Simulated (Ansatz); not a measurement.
Crystal: Sb.

```
CELL_PARAMETERS angstrom
3.35453 0.00000 0.00000
-1.67727 2.90511 0.00000
0.00000 0.00000 5.47016
ATOMIC_POSITIONS crystal
Sb 0.66667 0.33333 0.75000
Sb 0.33333 0.66667 0.25000
```

This isn't the form of Sb at room conditions, which is rhombohedral.

Base run:

```yaml
Program: Ansatz 0.2.0
Functional: PBEsol
Potentials_or_basis: Ansatz PAW
Cutoff: "420 eV (not typed: the program's choice for these potentials)"
k_mesh: 9 × 9 × 5
Occupations: fermi-dirac, width 0.05 eV
Spin: no spin polarisation
```

Its results: band gap on the k mesh none (metal or under the smearing width); pressure -1.6 GPa.

Question: The run is repeated on the same cell with these changes: functional from PBEsol to r2SCAN; cutoff from 420 eV (not typed: the program's choice for these potentials) to 500 eV (not typed: the program's choice for these potentials). What comes out?

Answer: Band gap on the k mesh none (metal or under the smearing width); pressure 0.7 GPa.

Caveats: the PAW data sets come from PBE, with cores solved anew for the run's functional, which leaves a small shift of forces and pressure; spin-orbit coupling is left out, which moves the levels of the heavy elements (some runs).
